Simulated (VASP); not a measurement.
# CaSe: single point with LDA

**Measured values to compare with.**

From a printed reference work, monograph, original work of 1988, for a bulk crystal of CaSe at 2 K: band gap 3.85 eV (indirect).

CaSe:

```
Se Ca
1.0
     0.00000    2.95600    2.95600
     2.95600    0.00000    2.95600
     2.95600    2.95600    0.00000
Se Ca
1 1
Direct
  0.50000 0.50000 0.50000
  0.00000 0.00000 0.00000
```

```
Program                : VASP 6.6.1
Task                   : single point
Functional             : LDA
Potentials or basis    : VASP PAW LDA potentials, release 64 (Se, Ca_sv)
Cutoff                 : 520 eV
k mesh                 : 8 × 8 × 8
Occupations            : fermi-dirac, width 0.05 eV
Spin                   : no spin polarisation
Dipole correction      : no
Further INCAR settings : ALGO = Normal; EDIFF = 1e-06; NBANDS = 15
```

| Item | Value |
| --- | --- |
| Pressure | -2.9 GPa |
| Band gap on the k mesh | 1.86 eV, indirect (least direct gap 2.80 eV) |

Levels at points of the mesh, in eV from the valence-band top:
| k point | band 6 | band 7 | band 8 | band 9 | band 10 | band 11 |
| --- | --- | --- | --- | --- | --- | --- |
| (0.00, 0.00, 0.00) | 0.00 | 0.00 | 0.00 | 3.11 | 3.54 | 3.54 |
| (0.50, 0.00, 0.00) | -3.35 | -1.23 | -1.23 | 4.37 | 5.33 | 5.35 |
| (0.50, 0.50, 0.00) | -2.55 | -0.94 | -0.94 | 1.86 | 4.85 | 4.93 |

It took 9.8 s on 1 thread of Intel(R) Xeon(R) Platinum 8488C (Sapphire Rapids), on a shared host, peak memory 0.16 GiB.

Measured gap of CaSe: 3.85 eV (indirect; 2 K; a printed reference work, monograph, original work of 1988). This calculation gives 1.86 eV (-1.99 eV). So large a miss can be the level of theory's own, or it may mean another phase, state or a wrong row. Spin-orbit coupling on Se is left out. The value is that of LDA on a finite k mesh, which can miss the band edges, without temperature or zero-point motion. Semilocal functionals fall short of measured gaps as a rule.
